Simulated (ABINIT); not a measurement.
## SiC (Moissanite): G0W0 with ABINIT, start to end

Wanted: ground state, empty states, screening and self-energy for SiC (Moissanite).

Calculated with ABINIT 10.8.3; PBE and many-body steps on it, plane waves.

**What was measured.**

- Gap 3.33 eV: band gap at cryogenic temperature; bulk crystal (literature value) (quoted in “Silicon carbide diodes for neutron detection”, 2020, arxiv:2009.14696).

This is a report of a sequence of runs, with most program output left out.

### 1. The structure

Symmetry: P6_3mc, No. 186, hexagonal system. Conventional cell: a = 3.076 Å, b = 3.076 Å, c = 5.048 Å, α = 90.00°, β = 90.00°, γ = 120.00°. Nearest to Si lie 4 C at 1.87 to 1.94 Å. Nearest to C lie 4 Si at 1.87 to 1.94 Å. Farther neighbours are not listed.

The cell and positions come from the Crystallography Open Database and are kept as given unless a step says otherwise.

### 2. Ground state

This step: ABINIT 10.8.3; DFT, PBE, plane waves, norm-conserving pseudopotentials.

The ground-state density comes first.

run.abi reads:

```
acell 3*1.0 Angstrom
rprim 
  3.075999999976 0.000000000005 0.000000000000
  -1.537999999993 2.663894142018 0.000000000000
  0.000000000000 0.000000000000 5.048000000000
ntypat 2
znucl 14 6
natom 4
typat 1 1 2 2
xred 
  0.333333333333 0.666666666667 0.000000000000
  0.666666666667 0.333333333333 0.500000000000
  0.333333333333 0.666666666667 0.385000000000
  0.666666666667 0.333333333333 0.885000000000
pp_dirpath "pseudos"
pseudos "Si.upf, C.upf"
ecut 37
ngkpt 6 6 4
nshiftk 1
shiftk 0 0 0
kptopt 1
chksymbreak 0
nband 14
occopt 1
tolvrs 1e-10
nstep 60
prtwf 0
optforces 0
optstress 0
indata_prefix "in"
outdata_prefix "out"
tmpdata_prefix "tmp"
```

Run with:

```sh
OMP_NUM_THREADS=1 mpirun -n 8 abinit run.abi > log
```

Run time: 4 s. Hardware: 8 MPI ranks of Intel Xeon 6975P-C (Granite Rapids), shared host; peak memory 0.64 GiB; 30 s of CPU time.

This step gave:

* total energy: -558.8537 eV
* gap: 2.329 eV
* k of the valence top: 0, 0, 0
* k of the conduction bottom: 0.3333, 0.3333, 0
* least direct gap: 4.083 eV

The gap is indirect, with the least direct gap 1.75 eV higher.

### 3. Bands along the symmetry lines

Levels along a band path, at the cheap level, show where the edges lie and whether the meshes to come will hold them.

run.abi reads:

```
acell 3*1.0 Angstrom
rprim 
  3.075999999976 0.000000000005 0.000000000000
  -1.537999999993 2.663894142018 0.000000000000
  0.000000000000 0.000000000000 5.048000000000
ntypat 2
znucl 14 6
natom 4
typat 1 1 2 2
xred 
  0.333333333333 0.666666666667 0.000000000000
  0.666666666667 0.333333333333 0.500000000000
  0.333333333333 0.666666666667 0.385000000000
  0.666666666667 0.333333333333 0.885000000000
pp_dirpath "pseudos"
pseudos "Si.upf, C.upf"
ecut 37
iscf -2
irdden 1
kptopt 0
nkpt 75
kpt 
  0.00000000 0.00000000 0.00000000
  0.06250000 0.00000000 0.00000000
  0.12500000 0.00000000 0.00000000
  0.18750000 0.00000000 0.00000000
  0.25000000 0.00000000 0.00000000
  0.31250000 0.00000000 0.00000000
  0.37500000 0.00000000 0.00000000
  0.43750000 0.00000000 0.00000000
  0.50000000 0.00000000 0.00000000
  0.47916667 0.04166667 0.00000000
  0.45833333 0.08333333 0.00000000
  0.43750000 0.12500000 0.00000000
  0.41666666 0.16666666 0.00000000
  0.39583333 0.20833333 0.00000000
  0.37500000 0.25000000 0.00000000
  0.35416666 0.29166666 0.00000000
  0.33333333 0.33333333 0.00000000
  0.29166666 0.29166666 0.00000000
  0.25000000 0.25000000 0.00000000
  0.20833333 0.20833333 0.00000000
  0.16666666 0.16666666 0.00000000
  0.12500000 0.12500000 0.00000000
  0.08333333 0.08333333 0.00000000
  0.04166667 0.04166667 0.00000000
  0.00000000 0.00000000 0.00000000
  0.00000000 0.00000000 0.06250000
  0.00000000 0.00000000 0.12500000
  0.00000000 0.00000000 0.18750000
  0.00000000 0.00000000 0.25000000
  0.00000000 0.00000000 0.31250000
  0.00000000 0.00000000 0.37500000
  0.00000000 0.00000000 0.43750000
  0.00000000 0.00000000 0.50000000
  0.06250000 0.00000000 0.50000000
  0.12500000 0.00000000 0.50000000
  0.18750000 0.00000000 0.50000000
  0.25000000 0.00000000 0.50000000
  0.31250000 0.00000000 0.50000000
  0.37500000 0.00000000 0.50000000
  0.43750000 0.00000000 0.50000000
  0.50000000 0.00000000 0.50000000
  0.47916667 0.04166667 0.50000000
  0.45833333 0.08333333 0.50000000
  0.43750000 0.12500000 0.50000000
  0.41666666 0.16666666 0.50000000
  0.39583333 0.20833333 0.50000000
  0.37500000 0.25000000 0.50000000
  0.35416666 0.29166666 0.50000000
  0.33333333 0.33333333 0.50000000
  0.29166666 0.29166666 0.50000000
  0.25000000 0.25000000 0.50000000
  0.20833333 0.20833333 0.50000000
  0.16666666 0.16666666 0.50000000
  0.12500000 0.12500000 0.50000000
  0.08333333 0.08333333 0.50000000
  0.04166667 0.04166667 0.50000000
  0.00000000 0.00000000 0.50000000
  0.50000000 0.00000000 0.50000000
  0.50000000 0.00000000 0.43750000
  0.50000000 0.00000000 0.37500000
  0.50000000 0.00000000 0.31250000
  0.50000000 0.00000000 0.25000000
  0.50000000 0.00000000 0.18750000
  0.50000000 0.00000000 0.12500000
  0.50000000 0.00000000 0.06250000
  0.50000000 -0.00000000 0.00000000
  0.33333333 0.33333333 0.50000000
  0.33333333 0.33333333 0.43750000
  0.33333333 0.33333333 0.37500000
  0.33333333 0.33333333 0.31250000
  0.33333333 0.33333333 0.25000000
  0.33333333 0.33333333 0.18750000
  0.33333333 0.33333333 0.12500000
  0.33333333 0.33333333 0.06250000
  0.33333333 0.33333333 0.00000000
istwfk *1
nband 15
nbdbuf 2
tolwfr 1e-08
nstep 40
prtwf 0
prtvol 0
indata_prefix "in"
outdata_prefix "out"
tmpdata_prefix "tmp"
```

Run time: 5.6 s. Hardware: 8 MPI ranks; peak memory 0.63 GiB; 43 s of CPU time.

This step gave:

| Property | Result |
| --- | --- |
| gap | 2.329 eV |
| k of the valence top | 0, 0, 0 |
| k of the conduction bottom | 0.3333, 0.3333, 0 |
| least direct gap | 4.083 eV |

The gap is 2.329 eV, as in the run before at this level.

The electronic bands at the labelled points (eV, zero at the top of the highest filled band; v1 is the highest filled band, c1 the lowest empty one):

| point | v4 | v3 | v2 | v1 | c1 | c2 | c3 | c4 |
| --- | --- | --- | --- | --- | --- | --- | --- | --- |
| Γ | -1.56 | -0.28 | -0.28 | 0.00 | 4.62 | 6.02 | 6.51 | 6.51 |
| halfway | -3.22 | -2.75 | -0.93 | -0.90 | 3.89 | 5.73 | 6.97 | 7.71 |
| M | -5.44 | -3.55 | -3.26 | -1.49 | 2.60 | 4.20 | 6.75 | 7.21 |
| halfway | -5.48 | -4.79 | -3.34 | -2.83 | 3.26 | 4.96 | 7.50 | 8.29 |
| K | -6.51 | -4.12 | -4.04 | -4.04 | 2.33 | 7.98 | 8.65 | 8.65 |
| halfway | -4.36 | -3.07 | -1.73 | -1.17 | 5.10 | 5.66 | 6.81 | 6.96 |
| Γ | -1.56 | -0.28 | -0.28 | 0.00 | 4.62 | 6.02 | 6.51 | 6.51 |
| halfway | -1.39 | -1.39 | -0.49 | -0.49 | 4.90 | 6.63 | 6.63 | 6.85 |
| A | -0.97 | -0.97 | -0.97 | -0.97 | 5.71 | 5.71 | 7.17 | 7.17 |
| halfway | -3.07 | -3.07 | -1.96 | -1.96 | 4.36 | 4.36 | 7.13 | 7.13 |
| L | -2.69 | -2.69 | -2.34 | -2.34 | 3.17 | 3.17 | 5.00 | 5.00 |
| halfway | -4.46 | -4.46 | -1.95 | -1.95 | 4.12 | 4.12 | 6.12 | 6.12 |
| H | -5.86 | -5.86 | -1.75 | -1.75 | 4.82 | 4.82 | 5.97 | 5.97 |
| halfway | -3.19 | -3.19 | -2.64 | -2.64 | 5.03 | 5.03 | 7.34 | 7.34 |
| A | -0.97 | -0.97 | -0.97 | -0.97 | 5.71 | 5.71 | 7.17 | 7.17 |
| jump to L | -2.69 | -2.69 | -2.34 | -2.34 | 3.17 | 3.17 | 5.00 | 5.00 |
| halfway | -4.17 | -3.32 | -2.34 | -1.90 | 2.93 | 3.18 | 6.41 | 6.84 |
| M | -5.44 | -3.55 | -3.26 | -1.49 | 2.60 | 4.20 | 6.75 | 7.21 |
| jump to H | -5.86 | -5.86 | -1.75 | -1.75 | 4.82 | 4.82 | 5.97 | 5.97 |
| halfway | -6.66 | -4.76 | -2.85 | -2.85 | 3.52 | 6.34 | 6.34 | 7.68 |
| K | -6.51 | -4.12 | -4.04 | -4.04 | 2.33 | 7.98 | 8.65 | 8.65 |

### 4. Empty states on the mesh, 6×6×4 mesh, 167 bands

The sums over transitions need many empty states on a uniform mesh; this step solves for them.

run.abi reads:

```
acell 3*1.0 Angstrom
rprim 
  3.075999999976 0.000000000005 0.000000000000
  -1.537999999993 2.663894142018 0.000000000000
  0.000000000000 0.000000000000 5.048000000000
ntypat 2
znucl 14 6
natom 4
typat 1 1 2 2
xred 
  0.333333333333 0.666666666667 0.000000000000
  0.666666666667 0.333333333333 0.500000000000
  0.333333333333 0.666666666667 0.385000000000
  0.666666666667 0.333333333333 0.885000000000
pp_dirpath "pseudos"
pseudos "Si.upf, C.upf"
ecut 37
ngkpt 6 6 4
nshiftk 1
shiftk 0 0 0
kptopt 1
chksymbreak 0
irdden 1
istwfk *1
nband 167
prtvol 0
optdriver 6
gwr_task "HDIAGO"
paral_kgb 0
occopt 1
indata_prefix "in"
outdata_prefix "out"
tmpdata_prefix "tmp"
```

The job ended after 34 s (8 MPI ranks; peak memory 4.4 GiB; 4.5 min of CPU time).

Numbers from this step:

| Property | Result |
| --- | --- |
| gap | 2.329 eV |
| k of the valence top | 0, 0, 0 |
| k of the conduction bottom | 0.3333, 0.3333, 0 |
| least direct gap | 4.083 eV |
| k points computed | 21 |
| lowest point of the top converged band, above the valence top | 121.0657 eV |

On this mesh the gap is 2.329 eV.

### 5. Screening, 6×6×4 mesh, 159 bands, screening to 195.9 eV

The RPA dielectric matrix is built and inverted for each q.

This step: RPA screening on PBE, plane waves, norm-conserving pseudopotentials.

Changes to run.abi since step 4:

```diff
@@ -22,10 +22,11 @@
 chksymbreak 0
-irdden 1
 istwfk *1
-nband 167
-prtvol 0
-optdriver 6
-gwr_task "HDIAGO"
-paral_kgb 0
 occopt 1
+irdwfk 1
+optdriver 3
+nband 159
+ecuteps 7.2
+inclvkb 2
+awtr 1
+symchi 1
 indata_prefix "in"
```

Wall time 63 s (8 MPI ranks); peak memory 2.1 GiB; 8.3 min of CPU time.

This step gave:

| Quantity | Value |
| --- | --- |
| ε∞ with local fields, on this mesh, along the program's q direction | 6.843 |
| the same without local fields | 7.494 |
| plasma frequency | 23.09 eV |
| plane waves in the screening matrix | 251 |

Local fields lower ε∞ by 9 %.

### 6. Self-energy, 6×6×4 mesh, 159 bands, screening to 195.9 eV

The self-energy is evaluated for the states that the input lists, and the levels follow from it, in one-shot runs by the linearised quasiparticle equation.

This step: G0W0 on PBE, plane waves, norm-conserving pseudopotentials.

Changes to run.abi since step 5:

```diff
@@ -25,8 +25,19 @@
 irdwfk 1
-optdriver 3
+optdriver 4
 nband 159
+gwcalctyp 0
+ecutsigx 37
+symsigma 1
+nkptgw 3
+kptgw 
+  0.0000000000 0.0000000000 0.0000000000
+  0.3333333333 0.3333333333 0.0000000000
+  0.5000000000 0.0000000000 0.0000000000
+bdgw 
+  6 10
+  7 10
+  7 10
 ecuteps 7.2
-inclvkb 2
-awtr 1
-symchi 1
+irdscr 1
+ppmodel 1
 indata_prefix "in"
```

The job ended after 18 s (8 MPI ranks; peak memory 2.3 GiB; 2.3 min of CPU time).

Numbers from this step:

```
G0W0 gap on the points computed              : 2.993 eV
starting gap on the mesh                     : 2.329 eV
k of the valence top                         : 0, 0, 0
k of the conduction bottom                   : 0.3333, 0.3333, 0
Z at the valence top                         : 0.793
Z at the conduction bottom                   : 0.825
least direct G0W0 gap on the computed points : 4.996 eV
```

The gap on the mesh goes from 2.33 eV to 2.99 eV, a correction of +0.66 eV.

Limits: finite bands, cutoff and mesh. v1 is the top filled band, c1 the lowest empty one. The levels before and after the correction (eV, zero at the valence-band top of each column):

|  | conduction bottom | valence top |
| --- | --- | --- |
| Kohn-Sham | 2.33 | 0.00 |
| G0W0 | 2.99 | 0.00 |

|  | level | energy (eV) |
| --- | --- | --- |
| Kohn-Sham | Γ v3-v2 | -0.275 |
| Kohn-Sham | Γ v1 | 0.000 |
| Kohn-Sham | Γ c1 | 4.620 |
| Kohn-Sham | Γ c2 | 6.019 |
| Kohn-Sham | (0.333 0.333 0) v2-v1 | -4.042 |
| Kohn-Sham | (0.333 0.333 0) c1 | 2.329 |
| Kohn-Sham | (0.333 0.333 0) c2 | 7.984 |
| G0W0 | Γ v3-v2 | -0.303 |
| G0W0 | Γ v1 | 0.000 |
| G0W0 | Γ c1 | 5.477 |
| G0W0 | Γ c2 | 6.846 |
| G0W0 | (0.333 0.333 0) v2-v1 | -4.413 |
| G0W0 | (0.333 0.333 0) c1 | 2.993 |
| G0W0 | (0.333 0.333 0) c2 | 9.047 |

### 7. Where the time went

Times are wall times on 8 MPI ranks of Intel Xeon 6975P-C (Granite Rapids), shared host, good to a factor of about two.

| step | time | share | memory (GiB) |
| --- | --- | --- | --- |
| ground state | 4 s | 3 % | 0.64 |
| bands along the symmetry lines | 5.6 s | 5 % | 0.63 |
| empty states on the mesh | 34 s | 28 % | 4.4 |
| screening | 63 s | 50 % | 2.1 |
| self-energy | 18 s | 14 % | 2.3 |

### 8. Summary of results

```yaml
pbe_gap: 2.33 eV, indirect
g0w0_gap_on_the_mesh: 2.99 eV
gw_settings: 6×6×4 mesh, 159 bands, screening to 195.9 eV, Godby-Needs plasmon pole
known_limits: not at the basis limit
```

**Reading.** G0W0 moves the gap on the mesh from 2.33 eV to 2.99 eV (+0.66 eV), with Z of 0.79 and 0.82 at the edges. Local fields lower the RPA ε∞ on this mesh from 7.49 to 6.84. Only 3 of the mesh's irreducible points were corrected, so a valley elsewhere could overtake. The dearest step here is «screening». Against experiment, by G0W0@PBE: the gap of 2.99 eV lies −0.34 eV from the measured 3.33 eV (kind not stated, quoted 2020). The calculation has static nuclei and no excitons; a measured gap holds zero-point and thermal motion, which mostly lowers it. Bands and cutoff are finite, so the gap is not at the basis limit. The miss can reach some tenths of an eV and take either sign; the mesh is an error of its own. In the G0W0 run levels were corrected at 3 k points alone, so a gap called «on the mesh» is the least over those, and an edge elsewhere would be missed.

[Paths, hosts, dates, memory and timing lines, banners, echoed tables and standing remarks are left out of the program output.]

[Logs are printed without paths, hosts, clocks, repeated set-up lines and the standing remarks that a program may print on its own settings, such as how far it seeks lower states.]

[Runs of the session that timed out or met a known fault of the program may be left out.]

[Hosts, paths, dates, database ids (printed as entryN), source tags and the programs' standing remarks are cut or masked in the printed files.]

[G0W0 gaps are taken among the corrected bands and points alone; a level outside them can change the order at an edge.]

[Where Ansatz stands beside ABINIT at settings called matched, ABINIT's density can come from a denser mesh and the files from another edition; pairs whose starting gaps differed by over 0.03 eV were left out, so agreement reads better than it is.]
